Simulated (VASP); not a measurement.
Crystal: ZnS.

```
CELL_PARAMETERS angstrom
3.58959 0.00000 0.00000
-1.79480 3.10868 0.00000
0.00000 0.00000 5.88000
ATOMIC_POSITIONS crystal
Zn 0.00000 0.00000 0.00000
Zn 0.00000 0.00000 0.50000
S 0.33333 0.66667 0.25000
S 0.66667 0.33333 0.75000
```

The cell was built by a generator and needn't be a form met in nature.

Base run:

```yaml
Program: VASP 6.6.1
Functional: PBE
Potentials_or_basis: VASP PAW PBE potentials, release 64 (Zn, S)
Cutoff: 520 eV
k_mesh: 6 × 6 × 4
Occupations: gaussian, width 0.01 eV
Spin: no spin polarisation
```

Its results: band gap on the k mesh 0.37 eV, indirect (least direct gap 1.68 eV); pressure 2.6 GPa.

The run is repeated on the same cell with these changes: functional from PBE to r2SCAN; further incar settings from ALGO = Fast; EDIFF = 1e-07; NBANDS = 26 to ALGO = Normal; EDIFF = 1e-06; NBANDS = 26. What comes out?

Band gap on the k mesh 0.81 eV, indirect (least direct gap 2.38 eV); pressure 0.2 GPa.

Caveats: the PAW data sets were made with another functional, which shifts forces and pressure a little (some runs).

A k mesh can miss the band edges.
